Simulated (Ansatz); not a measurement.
# CaO: sound and stiffness along [100], [110] and [111]

Theory: Ansatz 0.2.0, DFT PBEsol, scalar-relativistic, plane waves, PAW. Plane waves to 420 eV; Γ-centred k mesh 8×8×8; fixed occupations. No spin polarisation.

Equilibrium structure at this level:
```
Ca O
1.0
     0.00000    2.38357    2.38357
     2.38357    0.00000    2.38357
     2.38357    2.38357    0.00000
Ca O
1 1
Direct
  0.00000 0.00000 0.00000
  0.50000 0.50000 0.50000
```

With ions relaxed, on the cubic axes: C11 = 228.1, C12 = 59.3, C44 = 77.5 GPa. The density is 3.438 g/cm³. Zone-centre modes weren't checked beside this run.

Question: Is the crystal stable against strain, and how anisotropic is it?

Answer: Born's conditions hold: C11 + 2C12 = 346.7, C11 − C12 = 168.8 and C44 = 77.5 GPa are all positive. B = (C11 + 2C12)/3 = 115.6 GPa. The two shear moduli are C44 and C′ = (C11 − C12)/2 = 84.4 GPa, so Zener's ratio is A = C44/C′ = 0.92: nearly isotropic. The Cauchy pressure C12 − C44 is -18.2 GPa; it would vanish for pair forces between atoms on inversion centres at zero pressure, and a negative value is usual with directional bonding, though many-body forces give one in some ionic oxides too.

Question: Give the sound speeds along the three symmetry directions.

Answer: The Christoffel equation gives ρv² for each branch:
| direction | branch | ρv² | GPa | v (m/s) |
| --- | --- | --- | --- | --- |
| [100] | L | C11 | 228.1 | 8145 |
| [100] | T (×2) | C44 | 77.5 | 4747 |
| [110] | L | (C11 + C12 + 2C44)/2 | 221.2 | 8021 |
| [110] | T, u ∥ [001] | C44 | 77.5 | 4747 |
| [110] | T, u ∥ [1-10] | (C11 − C12)/2 | 84.4 | 4955 |
| [111] | L | (C11 + 2C12 + 4C44)/3 | 218.9 | 7979 |
| [111] | T (×2) | (C11 − C12 + C44)/3 | 82.1 | 4886 |

Question: How does Young's modulus depend on direction?

Answer: Inverting gives S11 = 4.911, S12 = -1.013, S44 = 12.907 TPa⁻¹. Along a unit vector (l, m, n), 1/E = S11 − 2(S11 − S12 − S44/2)(l²m² + m²n² + n²l²), where the last bracket is 0, 1/4 and 1/3 for [100], [110] and [111]: E = 204, 193 and 190 GPa. With A < 1 the cube edge is stiffest. For a film on (001), the biaxial modulus is C11 + C12 − 2C12²/C11 = 257 GPa and the normal strain is −2C12/C11 = -0.52 times the in-plane one.

Cost: 1 run of about 0.11 core-minutes, on Arm Neoverse V1 (shared hosts).